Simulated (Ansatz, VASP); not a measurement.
## Two plane-wave programs on Al

INCAR

```
SYSTEM = Al
PREC = Accurate
ENCUT = 520
EDIFF = 1E-7
ISMEAR = -1
SIGMA = 0.1
LREAL = .FALSE.
LASPH = .TRUE.
NELM = 60
ALGO = Normal
ISIF = 2
LWAVE = .FALSE.
LCHARG = .FALSE.
GGA = PS
NBANDS = 10
```

Contents of KPOINTS:

```
Automatic mesh
0
G
  10 10 10
  0 0 0
```

Contents of POSCAR:

```
Al
1.0
    0.0000000000      2.9152422680      2.9152422680
    2.9152422680      0.0000000000      2.9152422680
    2.9152422680      2.9152422680      0.0000000000
Al
2
Direct
    0.1250000000      0.1250000000      0.1250000000
    0.8750000000      0.8750000000      0.8750000000
```

Input for Ansatz:

```yaml
crystal:
  lattice:
    - [0.0, 2.915242268, 2.915242268]
    - [2.915242268, 0.0, 2.915242268]
    - [2.915242268, 2.915242268, 0.0]
  atoms:
    - { symbol: Al, position: [0.125, 0.125, 0.125] }
    - { symbol: Al, position: [0.875, 0.875, 0.875] }
hamiltonian:
  xc: pbesol
  pseudopotentials:
    kind: paw
    azcp:
      Al: "pseudopotentials/Al.paw.azcp"
basis:
  ecutwfc: 420
  fft_grid_basis: typed
kpoints:
  mp_grid: { grid: [10, 10, 10], shift: [0, 0, 0] }
magnetization:
  spin_polarized: false
scf:
  occupations: { method: fermi_dirac, width: 0.1 }
  lower_state_search: "off"
output:
  stress: true
  write_density: true
  write_potential: true
  elf: true
  volumetric_format: npy
```

Alike in both runs: task single point; functional PBEsol; k mesh 10 × 10 × 10; occupations fermi-dirac, width 0.1 eV; no spin polarisation.

|  | VASP | Ansatz |
| --- | --- | --- |
| version | VASP 6.6.1 | Ansatz 0.2.0 |
| potentials or method | VASP PAW PBE potentials, release 64 (Al) | plane waves (420 eV) with PAW, scalar-relativistic |
| plane-wave cutoff (eV) | 520 | 420 |
| valence electrons in the cell | 6 | 6 |

```csv
,VASP,Ansatz,Ansatz less VASP
pressure (GPa),4.0,4.0,-0.06
```

Ansatz warned: «pseudo_functional_mismatch».

Caveats: the PAW data sets were made with another functional, which shifts forces and pressure a little (VASP).
